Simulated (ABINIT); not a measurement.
# TiSi (Cmmm) in ABINIT: optical spectrum with PBEsol

Aim: the optical spectrum of TiSi with PBEsol.

All numbers are computed with ABINIT 10.8.3 (patched build); they aren't measurements. Logs are shortened: lines on timing, memory, paths and dates and some standing lists are left out, and cuts for length are marked. The log counts tension as positive stress, the text compression.

## Step 1: The crystal as given

Symmetry: Cmmm, No. 65, orthorhombic system. The conventional cell has a = 3.632 Å, b = 4.235 Å, c = 3.804 Å, α = 90.00°, β = 90.00°, γ = 90.00°. Ti (site symmetry mmm) has 8 Si at 2.63 to 2.85 Å and 4 Ti at 2.79 Å as nearest neighbours. Si (site symmetry mmm) is surrounded by 8 Ti at 2.63 to 2.85 Å and 4 Si at 2.79 Å.

The cell comes from a database or a generator and needn't be the stable form of this composition.

## Step 2: Optical spectrum, PBEsol

run.abi reads:

```
# Datasets
ndtset 3

# Pseudopotentials
pp_dirpath "./"
pseudos "Ti.upf, Si.upf"

# Structure
acell 2.7897730971 2.7897730971 3.803934 Angstrom
rprim
     0.6510128017    -0.7590667507     0.0000000000
     0.6510128017     0.7590667507     0.0000000000
     0.0000000000     0.0000000000     1.0000000000
ntypat 2
znucl 22 14
natom 2
typat 1 2
chkprim 0
chksymtnons 0
tolsym 1.0e-6
xred
            1/2            1/2            0.0
            0.0            0.0            1/2

# Plane-wave basis
ecut 1034.032677 eV

# k points
ngkpt 12 12 8
nshiftk 1
shiftk 0.0 0.0 0.0
istwfk *1

# Exchange and correlation
ixc -116133

# Bands and occupations
occopt 3
tsmear 0.05 eV

# SCF cycle
nstep 80

# Output
iomode 3
prteig 0
prtebands 0

# Dataset 1: ground state
nband1 12
tolvrs1 1.0e-12
prtden1 1
prtwf1 0
kptopt1 1

# Dataset 2: empty bands at fixed density
iscf2 -3
getden2 1
nband2 18
nbdbuf2 4
tolwfr2 1.0e-12
nstep2 120
prtden2 0
kptopt2 1

# Dataset 3: wave functions and velocity matrix elements in the full zone
optdriver3 8
wfk_task3 "wfk_optics_fullbz"
getwfk3 2
nband3 14
kptopt3 1
prtevk3 1
inclvkb3 2
```

optic.abi reads:

```
&FILES
 ddkfile_1 = 'runo_DS3_1_EVK.nc',
 ddkfile_2 = 'runo_DS3_2_EVK.nc',
 ddkfile_3 = 'runo_DS3_3_EVK.nc',
 wfkfile = 'runo_DS3_WFK.nc'
/
&PARAMETERS
 broadening = 0.003675,
 domega = 0.002,
 maxomega = 0.8,
 scissor = 0.000000,
 tolerance = 0.002
/
&COMPUTATIONS
 num_lin_comp = 3,
 lin_comp = 11,22,33,
 num_nonlin_comp = 0
/
```

Potentials or basis: PseudoDojo NC SR PBEsol v0.4.1 standard.

Run with:

```
> abinit run.abi > log 2>&1
> optic optic.abi > optic.log 2>&1
```

run.abo:

```text
.Version 10.8.3 of ABINIT
 DATASET    1 : space group Cm m m (# 65); Bravais oC (1-face-center ortho.)
================================================================================
 Values of the parameters that define the memory need for DATASET  1.
     intxc =       0    ionmov =       0      iscf =       7    lmnmax =       6
     lnmax =       6     mgfft =      40  mpssoang =       3    mqgrid =    3001
     natom =       2  nloc_mem =       1    nspden =       1   nspinor =       1
    nsppol =       1      nsym =       8    n1xccc =    2501    ntypat =       2
    occopt =       3   xclevel =       2
       mpw =        2229          nfft =       36000          nkpt =         215
================================================================================
================================================================================
[... 13 lines left out ...]
 DATASET    3 : space group Cm m m (# 65); Bravais oC (1-face-center ortho.)
================================================================================
 Values of the parameters that define the memory need for DATASET  3.
     intxc =       0    ionmov =       0      iscf =       7    lmnmax =       6
     lnmax =       6     mgfft =      40  mpssoang =       3    mqgrid =    3001
     natom =       2  nloc_mem =       1    nspden =       1   nspinor =       1
    nsppol =       1      nsym =       8    n1xccc =    2501    ntypat =       2
    occopt =       3   xclevel =       2
       mpw =        2229          nfft =       36000          nkpt =         215
================================================================================
================================================================================

--------------------------------------------------------------------------------
------------- Echo of variables that govern the present computation ------------
--------------------------------------------------------------------------------
 -outvars: echo values of preprocessed input variables --------
            acell      5.2719071069E+00  5.2719071069E+00  7.1883934610E+00 Bohr
              amu      4.78800000E+01  2.80855000E+01
          chkprim           0
      chksymtnons           0
             ecut      3.80000000E+01 Hartree
           getden1          0
           getden2          1
           getden3          0
           getwfk1          0
           getwfk2          0
           getwfk3          2
             iscf1          7
             iscf2         -3
             iscf3          7
                       outvar_i_n : Printing only first  50 k-points.
              ixc     -116133
           jdtset        1    2    3
                       outvar_i_n : Printing only first  50 k-points.
         kptrlatt       12    0    0      0   12    0      0    0    8
          kptrlen      5.75071477E+01
            natom           2
            nband1         12
            nband2         18
            nband3         14
           nbdbuf1          0
           nbdbuf2          4
           nbdbuf3          0
           ndtset           3
            ngfft          30      30      40
             nkpt         215
            nstep1         80
            nstep2        120
            nstep3         80
             nsym           8
           ntypat           2
                       prtocc : prtvol=0, do not print more k-points.
                       prtocc : prtvol=0, do not print more k-points.
                       prtocc : prtvol=0, do not print more k-points.
           occopt           3
        optdriver1          0
        optdriver2          0
        optdriver3          8
           prtden1          1
           prtden2          0
           prtden3          1
        prtebands           0
           prteig           0
           prtevk1          0
           prtevk2          0
           prtevk3          1
            prtwf1          0
            prtwf2          1
            prtwf3          1
            rprim      6.5101280170E-01 -7.5906675070E-01  0.0000000000E+00
                       6.5101280170E-01  7.5906675070E-01  0.0000000000E+00
                       0.0000000000E+00  0.0000000000E+00  1.0000000000E+00
          spgroup          65
           tolsym      1.00000000E-06
           tolvrs1     1.00000000E-12
           tolvrs2     0.00000000E+00
           tolvrs3     0.00000000E+00
           tolwfr1     0.00000000E+00
[... 205 lines left out ...]
 Angles (23,13,12)=  9.00000000E+01  9.00000000E+01  9.87639873E+01 degrees

 getcut: wavevector=  0.0000  0.0000  0.0000  ngfft=  30  30  40
         ecut(hartree)=     38.000   => boxcut(ratio)=   2.00526
--------------------------------------------------------------------------------

================================================================================

--- !BeginCycle
iteration_state: {dtset: 2, }
solver: {iscf: -3, nstep: 120, nline: 4, wfoptalg: 0, }
tolerances: {tolwfr: 1.00E-12, }
...

     iter   Etot(hartree)      deltaE(h)  residm     vres2
 Non-SCF case, kpt    1 (  0.00000  0.00000  0.00000), residuals and eigenvalues=
  7.07E-13  7.00E-13  1.82E-13  7.99E-13  5.22E-13  5.54E-13  1.68E-13  4.51E-13
  3.52E-13  8.42E-13  2.84E-13  3.58E-13  5.72E-13  7.75E-13  8.93E-13  7.85E-11
  1.91E-04  3.68E-04
 -1.7012E+00 -8.3810E-01 -8.2323E-01 -8.1919E-01 -5.6682E-02  2.8481E-01
  3.1279E-01  3.3248E-01  4.3501E-01  4.5936E-01  4.8003E-01  5.6365E-01
  5.9234E-01  6.0721E-01  6.8515E-01  8.3051E-01  9.8563E-01  1.0034E+00
 prteigrs : prtvol=0 or 1, do not print more k-points.

--- !ResultsGS
iteration_state: {dtset: 2, }
comment   : Summary of ground state results
lattice_vectors:
- [  3.4320790,  -4.0017294,   0.0000000, ]
- [  3.4320790,   4.0017294,   0.0000000, ]
- [  0.0000000,   0.0000000,   7.1883935, ]
lattice_lengths: [   5.27191,    5.27191,    7.18839, ]
lattice_angles: [ 90.000,  90.000,  98.764, ] # degrees, (23, 13, 12)
lattice_volume:   1.9745441E+02
convergence: {deltae:  0.000E+00, res2:  0.000E+00, residm:  9.998E-13, diffor:  0.000E+00, }
etotal    :  -6.35777602E+01
entropy   :   0.00000000E+00
fermie    :   3.73905575E-01
cartesian_stress_tensor: null
pressure_GPa: null
xred      :
- [  5.0000E-01,   5.0000E-01,   0.0000E+00, Ti]
- [  0.0000E+00,   0.0000E+00,   5.0000E-01, Si]
cartesian_forces: null
force_length_stats: {min: null, max: null, mean: null, }
...

 Integrated electronic density in atomic spheres:
 ------------------------------------------------
 Atom  Sphere_radius  Integrated_density
    1        2.00000          9.58855477
    2        2.00000          1.73528981
================================================================================

 ----iterations are completed or convergence reached----

 Mean square residual over all n,k,spin=   52.387E-14; max=  99.983E-14
 reduced coordinates (array xred) for    2 atoms
       0.500000000000      0.500000000000      0.000000000000
       0.000000000000      0.000000000000      0.500000000000

 cartesian coordinates (angstrom) at end:
    1      1.81617800005036     0.00000000000000     0.00000000000000
    2      0.00000000000000     0.00000000000000     1.90196700000000
 length scales=  5.271907106945  5.271907106945  7.188393461029 bohr
              =  2.789773097100  2.789773097100  3.803934000000 angstroms
 Eigenvalues (hartree) for nkpt= 215  k points:
 kpt#   1, nband= 18, wtk=  0.00087, kpt=  0.0000  0.0000  0.0000 (reduced coord)
  -1.70118   -0.83810   -0.82323   -0.81919   -0.05668    0.28481    0.31279    0.33248
   0.43501    0.45936    0.48003    0.56365    0.59234    0.60721    0.68515    0.83051
   0.98563    1.00345
      occupation numbers for kpt#   1
   2.00000    2.00000    2.00000    2.00000    2.00000    2.00000    2.00000    2.00000
   0.00000    0.00000    0.00000    0.00000    0.00000    0.00000    0.00000    0.00000
   0.00000    0.00000
 prteigrs : prtvol=0 or 1, do not print more k-points.

--- !EnergyTerms
iteration_state     : {dtset: 2, }
comment             : Components of total free energy in Hartree
kinetic             :  2.51954409335477E+01
hartree             :  1.49662090504169E+01
xc                  : -1.02682923509372E+01
Ewald energy        : -4.50376708147465E+01
psp_core            :  1.83405485746849E+00
local_psp           : -5.12748516747155E+01
non_local_psp       :  1.00769048644587E+00
internal            : -6.35774195125203E+01
'-kT*entropy'       : -3.41319716971814E-04
total_energy        : -6.35777608322373E+01
...

--- !EnergyTermsDC
iteration_state     : {dtset: 2, }
comment             : '"Double-counting" decomposition of free energy'
band_energy         : -6.56283054774017E+00
Ewald energy        : -4.50376708147465E+01
psp_core            :  1.83405485746849E+00
xc_dc               : -1.38109724225760E+01
internal            : -6.35774189275943E+01
'-kT*entropy'       : -3.41319716971814E-04
total_energy_dc     : -6.35777602473112E+01
...

================================================================================
== DATASET  3 ==================================================================

--- !DatasetInfo
iteration_state: {dtset: 3, }
dimensions: {natom: 2, nkpt: 215, mband: 14, nsppol: 1, nspinor: 1, nspden: 1, mpw: 2229, }
cutoff_energies: {ecut:  38.0, pawecutdg:  -1.0, }
electrons: {nelect:   1.60000000E+01, charge:   0.00000000E+00, occopt:   3.00000000E+00, tsmear:   1.83746611E-03, }
meta: {optdriver: 8, wfk_task: 7, }
...

 mkfilename : getwfk/=0, take file _WFK from output of DATASET   2.

--------------------------------------------------------------------------------

 Computation of velocity matrix elements (DDK)

 Parameters extracted from the Abinit header:
    ecut:     38.0
    nkpt:    1152
    mband:   18
    nsppol:  1
    nspinor: 1
    useylm:  0
    inclvkb: 2
    bmin: 1, bmax: 18
    Computing diagonal and off-diagonal matrix elements
    Between band index bmin: 1, bmax: 18

== END DATASET(S) ==============================================================
================================================================================

 -outvars: echo values of variables after computation  --------
            acell      5.2719071069E+00  5.2719071069E+00  7.1883934610E+00 Bohr
           etotal1    -6.3577760247E+01
           etotal2    -6.3577760247E+01
           etotal3     0.0000000000E+00
            fcart1    -0.0000000000E+00 -0.0000000000E+00 -0.0000000000E+00
                      -0.0000000000E+00 -0.0000000000E+00 -0.0000000000E+00
            fcart3     0.0000000000E+00  0.0000000000E+00  0.0000000000E+00
                       0.0000000000E+00  0.0000000000E+00  0.0000000000E+00
            rprim      6.5101280170E-01 -7.5906675070E-01  0.0000000000E+00
                       6.5101280170E-01  7.5906675070E-01  0.0000000000E+00
                       0.0000000000E+00  0.0000000000E+00  1.0000000000E+00
           strten1     1.4730221898E-04  1.7165175484E-04  1.3907921067E-04
                       0.0000000000E+00  0.0000000000E+00  0.0000000000E+00
           strten3     0.0000000000E+00  0.0000000000E+00  0.0000000000E+00
                       0.0000000000E+00  0.0000000000E+00  0.0000000000E+00
           xangst      1.8161780001E+00  0.0000000000E+00  0.0000000000E+00
                       0.0000000000E+00  0.0000000000E+00  1.9019670000E+00
             xred      5.0000000000E-01  5.0000000000E-01  0.0000000000E+00
                       0.0000000000E+00  0.0000000000E+00  5.0000000000E-01
 Calculation completed.
```

Run time: 5 min. Hardware: 1 thread of Arm Neoverse V2, shared host; peak memory 0.82 GiB.

What came out:

```
Free energy            : -1730.0390 eV
Pressure               : -4.5 GPa
Band gap on the k mesh : none (metal or under the smearing width)
```

Dielectric function (mean over the directions given):
| energy (eV) | real part | imaginary part |
| --- | --- | --- |
| 0.33 | 76.20 | 62.19 |
| 1.31 | 6.17 | 31.36 |
| 2.29 | 3.42 | 16.71 |
| 3.37 | 3.40 | 14.34 |
| 4.35 | 4.93 | 13.93 |
| 5.44 | -2.71 | 11.70 |
| 6.42 | -3.59 | 10.29 |
| 7.51 | -5.17 | 4.31 |
| 8.49 | -4.16 | 4.38 |
| 9.58 | -3.12 | 2.02 |
| 10.56 | -2.77 | 1.50 |
| 11.65 | -1.77 | 0.84 |
| 12.63 | -1.39 | 0.71 |
| 13.71 | -1.04 | 0.44 |
| 14.69 | -0.69 | 0.27 |
| 15.78 | -0.44 | 0.19 |
| 16.76 | -0.20 | 0.16 |
| 17.85 | -0.03 | 0.08 |
| 18.83 | 0.12 | 0.08 |
| 19.92 | 0.26 | 0.04 |

Caveat: the intraband (Drude) term is left out; spectra need much finer meshes, so this one isn't converged; independent-particle spectra lack excitons.
